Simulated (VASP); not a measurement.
# MgO (Fm-3m) in VASP: notebook

The runs below take MgO through single point, with PBE.

Everything below comes from runs of VASP 6.6.1. Logs are shortened: lines on timing, memory, paths and dates and some standing lists are left out, and cuts for length are marked.

**The experiment to reproduce.**

From “Electronic structure of alkaline earth and post-transition metal oxides”, 2009, arxiv:0908.1581, for a bulk crystal of MgO: band gap 7.83 eV.

The results are compared with them further down.

## Step 1: Starting point

The structure is cubic, space group Fm-3m (No. 225). Conventional cell: a = 4.217 Å, b = 4.217 Å, c = 4.217 Å, α = 90.00°, β = 90.00°, γ = 90.00°. Around Mg (site symmetry m-3m) lie 6 O at 2.11 Å. Around O (site symmetry m-3m) lie 6 Mg at 2.11 Å.

## Step 2: Single point, PBE

Input file INCAR:

```
SYSTEM = MgO
PREC = Accurate
ENCUT = 600
EDIFF = 1E-7
ISMEAR = 0
SIGMA = 0.02
LREAL = .FALSE.
LASPH = .TRUE.
NELM = 80
ALGO = Normal
ISIF = 2
LWAVE = .FALSE.
LCHARG = .FALSE.
GGA = PE
NBANDS = 11
```

Input file KPOINTS:

```
Automatic mesh
0
G
  10 10 10
  0 0 0
```

Input file POSCAR:

```
MgO
1.0
    0.0000000000      2.1085000000      2.1085000000
    2.1085000000      0.0000000000      2.1085000000
    2.1085000000      2.1085000000      0.0000000000
Mg O
1 1
Direct
    0.0000000000      0.0000000000      0.0000000000
    0.5000000000      0.5000000000      0.5000000000
```

Potentials or basis: VASP PAW PBE potentials, release 64 (Mg, O).

Started as:

```bash
$ cat potpaw_PBE.64/Mg/POTCAR potpaw_PBE.64/O/POTCAR > POTCAR
$ mpirun -np 1 vasp_std > vasp.out
```

OUTCAR:

```text
SYSTEM = MgO
   PREC = Accurate
   ENCUT = 600
   EDIFF = 1E-7
   ISMEAR = 0
   LREAL = .FALSE.
   LASPH = .TRUE.
   NELM = 80
   ISIF = 2
   GGA = PE

 ion  position               nearest neighbor table
   1  0.000  0.000  0.000-   2 2.11   2 2.11   2 2.11   2 2.11   2 2.11   2 2.11
   2  0.500  0.500  0.500-   1 2.11   1 2.11   1 2.11   1 2.11   1 2.11   1 2.11

  LATTYP: Found a face centered cubic cell.
 ALAT       =     4.2170000000

  Lattice vectors:

 A1 = (   0.0000000000,   2.1085000000,   2.1085000000)
 A2 = (   2.1085000000,   0.0000000000,   2.1085000000)
 A3 = (   2.1085000000,   2.1085000000,   0.0000000000)

Analysis of symmetry for initial positions (statically):
=====================================================================
 Subroutine PRICEL returns:
 Original cell was already a primitive cell.

 Routine SETGRP: Setting up the symmetry group for a
 face centered cubic supercell.

 Subroutine GETGRP returns: Found 48 space group operations
 (whereof 48 operations were pure point group operations)
 out of a pool of 48 trial point group operations.

The static configuration has the point symmetry O_h .

Analysis of symmetry for dynamics (positions and initial velocities):
=====================================================================
 Subroutine PRICEL returns:
 Original cell was already a primitive cell.

 Routine SETGRP: Setting up the symmetry group for a
 face centered cubic supercell.

 Subroutine GETGRP returns: Found 48 space group operations
 (whereof 48 operations were pure point group operations)
 out of a pool of 48 trial point group operations.

The dynamic configuration has the point symmetry O_h .

 Subroutine INISYM returns: Found 48 space group operations
 (whereof 48 operations are pure point group operations),
 and found     1 'primitive' translations

----------------------------------------------------------------------------------------

                                     Primitive cell

  volume of cell :      18.7478

  direct lattice vectors                    reciprocal lattice vectors
     0.000000000  2.108500000  2.108500000    -0.237135404  0.237135404  0.237135404
     2.108500000  0.000000000  2.108500000     0.237135404 -0.237135404  0.237135404
     2.108500000  2.108500000  0.000000000     0.237135404  0.237135404 -0.237135404

  length of vectors
     2.981869296  2.981869296  2.981869296     0.410730569  0.410730569  0.410730569

  position of ions in fractional coordinates (direct lattice)
     0.000000000  0.000000000  0.000000000
     0.500000000  0.500000000  0.500000000

  ion indices of the primitive-cell ions
   primitive index   ion index
                 1           1
                 2           2

----------------------------------------------------------------------------------------

 KPOINTS: Automatic mesh

Automatic generation of k-mesh.
 Grid dimensions read from file:
 generate k-points for:   10   10   10

 Generating k-lattice:

  Cartesian coordinates                     Fractional coordinates (reciprocal lattice)
    -0.023713540  0.023713540  0.023713540     0.100000000  0.000000000  0.000000000
     0.023713540 -0.023713540  0.023713540     0.000000000  0.100000000  0.000000000
     0.023713540  0.023713540 -0.023713540     0.000000000  0.000000000  0.100000000

  Length of vectors
     0.041073057  0.041073057  0.041073057

  Shift w.r.t. Gamma in fractional coordinates (k-lattice)
     0.000000000  0.000000000  0.000000000

 Subroutine IBZKPT returns following result:
 ===========================================

 Found     47 irreducible k-points:

 Following reciprocal coordinates:
            Coordinates               Weight
  0.000000  0.000000  0.000000      1.000000
  0.100000  0.000000  0.000000      8.000000
  0.200000  0.000000  0.000000      8.000000
  0.300000  0.000000  0.000000      8.000000
  0.400000  0.000000  0.000000      8.000000
  0.500000  0.000000  0.000000      4.000000
[... 16 lines left out ...]
  0.300000  0.300000  0.000000      6.000000
  0.400000  0.300000  0.000000     24.000000
 [... further k-points ...]
   k-points           NKPTS =     47   k-points in BZ     NKDIM =     47   number of bands    NBANDS=     11
   number of dos      NEDOS =    301   number of ions     NIONS =      2
   total plane-waves  NPLWV =  13824
   dimension x,y,z NGX =    24 NGY =   24 NGZ =   24
   dimension x,y,z NGXF=    48 NGYF=   48 NGZF=   48
   ions per type =               1   1
   NGX,Y,Z   is equivalent  to a cutoff of  13.38, 13.38, 13.38 a.u.
   NGXF,Y,Z  is equivalent  to a cutoff of  26.76, 26.76, 26.76 a.u.
 SYSTEM =  MgO
   PREC   = accura    normal or accurate (medium, high low for compatibility)
   ISTART =      0    job   : 0-new  1-cont  2-samecut
   ICHARG =      2    charge: 1-file 2-atom 10-const
   ISPIN  =      1    spin polarized calculation?
   LNONCOLLINEAR =      F non collinear calculations
   LSORBIT =      F    spin-orbit coupling
   LASPH  =      T    aspherical Exc in radial PAW
   ENCUT  =  600.0 eV  44.10 Ry    6.64 a.u.   5.96  5.96  5.96*2*pi/ulx,y,z
   NELM   =     80;   NELMIN=  2; NELMDL= -5     # of ELM steps
   EDIFF  = 0.1E-06   stopping-criterion for ELM
   LREAL  =      F    real-space projection
   EDIFFG = 0.1E-05   stopping-criterion for IOM
   NSW    =      0    number of steps for IOM
   IBRION =     -1    ionic relax: 0-MD 1-quasi-New 2-CG
   NFREE  =      0    steps in history (QN), initial steepest desc. (CG)
   ISIF   =      2    stress and relaxation
   ISYM   =      2    0-nonsym 1-usesym 2-fastsym
   POTIM  = 0.5000    time-step for ionic-motion
   TEBEG  =    0.0;   TEEND  =   0.0 temperature during run
   PSTRESS=    0.0 pullay stress
   NELECT =       8.0000    total number of electrons
   NUPDOWN=      -1.0000    fix difference up-down
   EMIN   =  10.00;   EMAX   =-10.00  energy-range for DOS
   EFERMI =   0.00;   METHOD = LEGACY
   ISMEAR =     0;   SIGMA  =   0.02  broadening in eV -4-tet -1-fermi 0-gaus
   EFERMI_NEDOS =   21; number of points for ismear=-14 and -15
   IALGO  =     38    algorithm
   IMIX   =      4    mixing-type and parameters
     AMIX     =   0.40;   BMIX     =  1.00
     AMIX_MAG =   1.60;   BMIX_MAG =  1.00
  volume/ion in A,a.u.               =       9.37        63.26
  Fermi-wavevector in a.u.,A,eV,Ry     =   1.232503  2.329092 20.668107  1.519063
  Thomas-Fermi vector in A             =   2.367270
   LORBIT       =      0    0 simple, 1 ext, 2 COOP (PROOUT), +10 PAW based schemes
   GGA     = PE    functional components
   LHFCALC =     F    Hartree Fock is set to
   AEXX    =    0.0000 exact exchange contribution
   IVDW    =     0    specifies the selected vdW correction
   LEPSILON=     F    determine dielectric tensor
   LRPA    =     F    only Hartree local field effects (RPA)
 non-spin polarized calculation
 Gauss-broadening in eV      SIGMA  =   0.02
  energy-cutoff  :      600.00
  volume of cell :       18.75
 maximum number of plane-waves:       636
   NGX = 11   NGY = 11   NGZ = 11

 number of electron       8.0000005 magnetization

 Free energy of the ion-electron system (eV)
  ---------------------------------------------------
  ext. energy  EPLUGINS =         0.00000000
  ---------------------------------------------------
  free energy    TOTEN  =       -11.91055217 eV

  energy without entropy =      -11.91055217  energy(sigma->0) =      -11.91055217

 E-fermi :   3.2702     XC(G=0): -11.0616

 val. band max:        3.1586847861   @ k =   0.0000   0.0000   0.0000
 cond. band min:       7.8522373457   @ k =   0.0000   0.0000   0.0000
 fundamental gap:      4.6935525596
 Fermi energy:         3.2701545100

 k-point     1 :       0.0000    0.0000    0.0000
  band No.  band energies     occupation
      1     -14.0858      2.00000
      2       3.1587      2.00000
      3       3.1587      2.00000
      4       3.1587      2.00000
      5       7.8522      0.00000
      6      18.9410      0.00000
      7      18.9410      0.00000
      8      18.9410      0.00000
      9      22.8472      0.00000
     10      24.6187      0.00000
     11      24.6187      0.00000

 k-point     2 :       0.1000    0.0000    0.0000
  band No.  band energies     occupation
      1     -13.9809      2.00000
      2       2.5076      2.00000
      3       3.0915      2.00000
      4       3.0915      2.00000
      5       8.4812      0.00000
      6      17.6921      0.00000
      7      19.1796      0.00000
      8      19.1796      0.00000
      9      23.8854      0.00000
     10      23.8854      0.00000
     11      24.4974      0.00000

 k-point     3 :       0.2000    0.0000    0.0000
  band No.  band energies     occupation
      1     -13.6924      2.00000
      2       1.1905      2.00000
      3       2.9214      2.00000
      4       2.9214      2.00000
      5       9.6779      0.00000
      6      16.1782      0.00000
      7      19.6589      0.00000
      8      19.6589      0.00000
      9      23.1928      0.00000
     10      23.1928      0.00000
     11      25.3681      0.00000

 k-point     4 :       0.3000    0.0000    0.0000
  band No.  band energies     occupation
      1     -13.3029      2.00000
      2      -0.1255      2.00000
      3       2.7216      2.00000
      4       2.7216      2.00000
      5      10.6184      0.00000
      6      15.4835      0.00000
      7      19.7679      0.00000
      8      19.7679      0.00000
      9      23.6389      0.00000
     10      23.6389      0.00000
     11      24.7520      0.00000
[... 239 lines left out ...]
 k-point    22 :      -0.2000    0.2000    0.0000
  band No.  band energies     occupation
      1     -13.1872      2.00000
      2       0.0708      2.00000
      3       1.8288      2.00000
      4       2.7182      2.00000
      5      11.5706      0.00000
      6      15.0469      0.00000
      7      18.2312      0.00000
      8      20.9119      0.00000
      9      21.6121      0.00000
     10      24.4824      0.00000
     11      27.9335      0.00000

 k-point    23 :       0.3000    0.3000    0.0000
  band No.  band energies     occupation
      1     -13.1021      2.00000
      2       0.0173      2.00000
      3       2.2254      2.00000
      4       2.2254      2.00000
      5      11.9747      0.00000
      6      13.5869      0.00000
      7      17.5512      0.00000
      8      21.0534      0.00000
      9      21.0534      0.00000
     10      27.2658      0.00000
     11      30.4656      0.00000

 k-point    24 :       0.4000    0.3000    0.0000
  band No.  band energies     occupation
      1     -12.8566      2.00000
      2      -0.4046      2.00000
      3       1.8611      2.00000
      4       2.0788      2.00000
      5      12.6987      0.00000
      6      13.3279      0.00000
      7      16.7245      0.00000
      8      21.2917      0.00000
      9      21.4973      0.00000
     10      28.0043      0.00000
     11      30.0660      0.00000

 [... further k-points ...]
[... 5 lines left out ...]
  --------------------------------------------------------------------------------------
  -------------------------------------------------------------------------------------
  Total        0.3637061      0.3637061      0.3637061      0.0000000      0.0000000     -0.0000000
  in kB       31.0821026     31.0821026     31.0821026      0.0000000      0.0000000     -0.0000000
  external PRESSURE =      31.0821026 kB  Pullay stress =       0.0000000 kB

 VOLUME and BASIS-vectors are now :
 -----------------------------------------------------------------------------
  energy-cutoff  :      600.00
  volume of cell :       18.75
      direct lattice vectors                 reciprocal lattice vectors
     0.000000000  2.108500000  2.108500000    -0.237135404  0.237135404  0.237135404
     2.108500000  0.000000000  2.108500000     0.237135404 -0.237135404  0.237135404
     2.108500000  2.108500000  0.000000000     0.237135404  0.237135404 -0.237135404

 POSITION                                       TOTAL-FORCE (eV/Angst)
 -----------------------------------------------------------------------------------
      0.00000      0.00000      0.00000         0.000000      0.000000      0.000000
      2.10850      2.10850      2.10850        -0.000000     -0.000000     -0.000000
 -----------------------------------------------------------------------------------
    total drift:                               -0.000000     -0.000000      0.000000

  FREE ENERGIE OF THE ION-ELECTRON SYSTEM (eV)
  ---------------------------------------------------
  free  energy   TOTEN  =       -11.9105521689 eV

  energy  without entropy=      -11.9105521689  energy(sigma->0) =      -11.91055217
```

Wall time 7.5 s (1 thread of Intel Xeon Platinum 8488C (Sapphire Rapids), shared host); peak memory 0.14 GiB.

What came out:

```
Free energy            : -11.9106 eV
Pressure               : 3.1 GPa
Band gap on the k mesh : 4.69 eV, direct
```

## Step 3: Single point, PBE

INCAR, as its differences from that of step 2:

```diff
@@ -2,3 +2,3 @@
 PREC = Accurate
-ENCUT = 600
+ENCUT = 700
 EDIFF = 1E-7
```

KPOINTS is that of step 2.

POSCAR is that of step 2.

Potentials or basis: VASP PAW PBE potentials, release 64 (Mg, O).

Started as:

```bash
$ cat potpaw_PBE.64/Mg/POTCAR potpaw_PBE.64/O/POTCAR > POTCAR
$ mpirun -np 1 vasp_std > vasp.out
```

OUTCAR:

```text
SYSTEM = MgO
   PREC = Accurate
   ENCUT = 700
   EDIFF = 1E-7
   ISMEAR = 0
   LREAL = .FALSE.
   LASPH = .TRUE.
   NELM = 80
   ISIF = 2
   GGA = PE

 ion  position               nearest neighbor table
   1  0.000  0.000  0.000-   2 2.11   2 2.11   2 2.11   2 2.11   2 2.11   2 2.11
   2  0.500  0.500  0.500-   1 2.11   1 2.11   1 2.11   1 2.11   1 2.11   1 2.11

  LATTYP: Found a face centered cubic cell.
 ALAT       =     4.2170000000

  Lattice vectors:

 A1 = (   0.0000000000,   2.1085000000,   2.1085000000)
 A2 = (   2.1085000000,   0.0000000000,   2.1085000000)
 A3 = (   2.1085000000,   2.1085000000,   0.0000000000)

Analysis of symmetry for initial positions (statically):
=====================================================================
 Subroutine PRICEL returns:
 Original cell was already a primitive cell.

 Routine SETGRP: Setting up the symmetry group for a
 face centered cubic supercell.

 Subroutine GETGRP returns: Found 48 space group operations
 (whereof 48 operations were pure point group operations)
 out of a pool of 48 trial point group operations.

The static configuration has the point symmetry O_h .

Analysis of symmetry for dynamics (positions and initial velocities):
[... 165 lines left out ...]
 fundamental gap:      4.6949246211
 Fermi energy:         3.2660356342

 k-point     1 :       0.0000    0.0000    0.0000
  band No.  band energies     occupation
      1     -14.0858      2.00000
      2       3.1563      2.00000
      3       3.1563      2.00000
      4       3.1563      2.00000
      5       7.8512      0.00000
      6      18.9407      0.00000
      7      18.9407      0.00000
      8      18.9407      0.00000
      9      22.8460      0.00000
     10      24.6194      0.00000
     11      24.6194      0.00000
[... 309 lines left out ...]
 k-point    24 :       0.4000    0.3000    0.0000
  band No.  band energies     occupation
      1     -12.8566      2.00000
      2      -0.4062      2.00000
      3       1.8589      2.00000
      4       2.0764      2.00000
      5      12.6975      0.00000
      6      13.3270      0.00000
      7      16.7237      0.00000
      8      21.2907      0.00000
      9      21.4962      0.00000
     10      28.0048      0.00000
     11      30.0659      0.00000

 [... further k-points ...]
[... 5 lines left out ...]
  --------------------------------------------------------------------------------------
  -------------------------------------------------------------------------------------
  Total        0.3610046      0.3610046      0.3610046     -0.0000000     -0.0000000      0.0000000
  in kB       30.8512295     30.8512295     30.8512295     -0.0000000     -0.0000000      0.0000000
  external PRESSURE =      30.8512295 kB  Pullay stress =       0.0000000 kB

 VOLUME and BASIS-vectors are now :
 -----------------------------------------------------------------------------
  energy-cutoff  :      700.00
  volume of cell :       18.75
      direct lattice vectors                 reciprocal lattice vectors
     0.000000000  2.108500000  2.108500000    -0.237135404  0.237135404  0.237135404
     2.108500000  0.000000000  2.108500000     0.237135404 -0.237135404  0.237135404
     2.108500000  2.108500000  0.000000000     0.237135404  0.237135404 -0.237135404

 POSITION                                       TOTAL-FORCE (eV/Angst)
 -----------------------------------------------------------------------------------
      0.00000      0.00000      0.00000        -0.000000      0.000000      0.000000
      2.10850      2.10850      2.10850         0.000000     -0.000000     -0.000000
 -----------------------------------------------------------------------------------
    total drift:                                0.000000      0.000000      0.000000

  FREE ENERGIE OF THE ION-ELECTRON SYSTEM (eV)
  ---------------------------------------------------
  free  energy   TOTEN  =       -11.9141409168 eV

  energy  without entropy=      -11.9141409168  energy(sigma->0) =      -11.91414092
```

OSZICAR:

```text
N       E                     dE             d eps       ncg     rms          rms(c)
DAV:   1     0.253918247425E+02    0.25392E+02   -0.53146E+03  1074   0.824E+02
DAV:   2    -0.123939815540E+02   -0.37786E+02   -0.36841E+02  1209   0.161E+02
DAV:   3    -0.134683744045E+02   -0.10744E+01   -0.10733E+01  1248   0.252E+01
DAV:   4    -0.134712432055E+02   -0.28688E-02   -0.28687E-02  1130   0.144E+00
DAV:   5    -0.134712526283E+02   -0.94228E-05   -0.94228E-05  1202   0.802E-02    0.720E+00
DAV:   6    -0.119332135559E+02    0.15380E+01   -0.87589E+00  1073   0.163E+01    0.223E+00
DAV:   7    -0.119200791069E+02    0.13134E-01   -0.56725E-02  1121   0.219E+00    0.135E+00
DAV:   8    -0.119145821759E+02    0.54969E-02   -0.29137E-02  1085   0.195E+00    0.246E-01
DAV:   9    -0.119141820785E+02    0.40010E-03   -0.57869E-04  1172   0.170E-01    0.141E-01
DAV:  10    -0.119141405696E+02    0.41509E-04   -0.59368E-04  1127   0.182E-01    0.960E-03
DAV:  11    -0.119141413185E+02   -0.74895E-06   -0.28139E-06  1184   0.152E-02    0.574E-03
DAV:  12    -0.119141409270E+02    0.39157E-06   -0.67000E-07  1154   0.663E-03    0.604E-04
DAV:  13    -0.119141409168E+02    0.10197E-07   -0.74568E-08   616   0.152E-03
   1 F= -.11914141E+02 E0= -.11914141E+02  d E =-.288654E-17
```

stdout:

```text
POSCAR found type information on POSCAR MgO
 POSCAR found :  2 types and       2 ions
 scaLAPACK will be used
 LDA part: xc-table for (Slater+PW92), standard interpolation
 POSCAR, INCAR and KPOINTS ok, starting setup
 FFT: planning ... GRIDC
 FFT: planning ... GRID_SOFT
 FFT: planning ... GRID
 WAVECAR not read
 entering main loop
```

It took 16 s on 1 thread of Intel Xeon Platinum 8488C (Sapphire Rapids), shared host; peak memory 0.16 GiB.

What came out:

- Free energy: -11.9141 eV
- Pressure: 3.1 GPa
- Band gap on the k mesh: 4.69 eV, direct

## Step 4: Against experiment

Step 2. A measured gap of MgO is 7.83 eV (quoted in “Electronic structure of alkaline earth and post-transition metal oxides”, 2009, arxiv:0908.1581); the calculated 4.69 eV misses it by -3.14 eV. The value is that of PBE, without temperature or zero-point motion. Semilocal functionals fall short of measured gaps as a rule.

Step 3. A measured gap of MgO is 7.83 eV (quoted in “Electronic structure of alkaline earth and post-transition metal oxides”, 2009, arxiv:0908.1581); the calculated 4.69 eV misses it by -3.14 eV. The value is that of PBE, without temperature or zero-point motion. Semilocal functionals fall short of measured gaps as a rule.
